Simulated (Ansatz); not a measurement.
GaSb under changes of volume

One of the cells (24.120 Å³/atom); the others are scaled copies at fixed shape and fractional positions:

```
CELL_PARAMETERS angstrom
-2.75343 2.75343 1.59071
2.75343 -2.75343 1.59071
2.75343 2.75343 -1.59071
ATOMIC_POSITIONS crystal
Sb 0.00000 0.00000 0.00000
Ga 0.75000 0.25000 0.50000
```

Measurements of this composition are mostly on another form, of space group No. 216.

```yaml
Program: Ansatz 0.2.0
Functional: PBEsol
Potentials_or_basis: Ansatz PAW
Cutoff: "420 eV (not typed: the program's choice for these potentials)"
k_mesh: 10 × 10 × 10
Occupations: fermi-dirac, width 0.05 eV
Spin: no spin polarisation
```

```csv
volume (Å³/atom),energy over the lowest point (meV/atom),pressure (GPa)
22.672,0.00,0.5
23.155,0.29,-0.7
23.637,4.21,-1.9
24.120,11.36,-2.9
24.602,21.38,-3.8
25.084,33.96,-4.6
25.567,?,?
```

Problem. What does the run at 25.567 Å³/atom give?

Solution. Energy over the lowest point 48.82 meV/atom; pressure -5.3 GPa.

Worked out: A Birch-Murnaghan fit of order 3 (a polynomial in V^(-2/3)) to the other rows has its minimum at 22.87 Å³/atom with B0 = V·E''(V) = 61 GPa and B' = 4.5 at fixed shape and positions, which overstates the stiffness. It gives 48.86 meV/atom at 25.567 Å³/atom, against the run's 48.82, and -dE/dV = -5.3 GPa, against -5.3.

Energies are extrapolated to zero smearing.

Caveats: the PAW data sets come from PBE, with cores solved anew for the run's functional, which leaves a small shift of forces and pressure.
